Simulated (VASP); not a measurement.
A run of VASP 6.6.1:

Contents of INCAR:

```
PREC = Accurate ; ENCUT = 520
EDIFF = 1E-6 ; ISMEAR = -1
SIGMA = 0.02 ; LREAL = False
LASPH = True ; NELM = 100
ALGO = Fast ; ISIF = 2
LWAVE = False ; LCHARG = False
GGA = PE ; NBANDS = 19
```

KPOINTS

```
Automatic mesh
0
Gamma
  8 8 8
```

The input POSCAR:

```
CaF2
1.0
    0.0000000000      2.7195929739      2.7467889036
    2.7195929739      0.0000000000      2.7467889036
    2.7195929739      2.7195929739      0.0000000000
Ca F
1 2
Direct
    0.0000000000      0.0000000000      0.0000000000
    0.2500000000      0.2500000000      0.2500000000
    0.7500000000      0.7500000000      0.7500000000
```

Potentials or basis: VASP PAW PBE potentials, release 64 (Ca_sv, F).

Launch:

```sh
$ cat potpaw_PBE.64/Ca_sv/POTCAR potpaw_PBE.64/F/POTCAR > POTCAR
$ mpirun -np 1 vasp_std > vasp.out
```

Hardware: 1 thread of Intel(R) Xeon(R) 6975P-C (Granite Rapids), with other jobs on the host.

**Question.** How long does it take, and how much memory?

**Answer.** It took 33 s on 1 thread of Intel(R) Xeon(R) 6975P-C (Granite Rapids), with other jobs on the host, peak memory 0.19 GiB. Counts: scf iterations 18, k points 59.
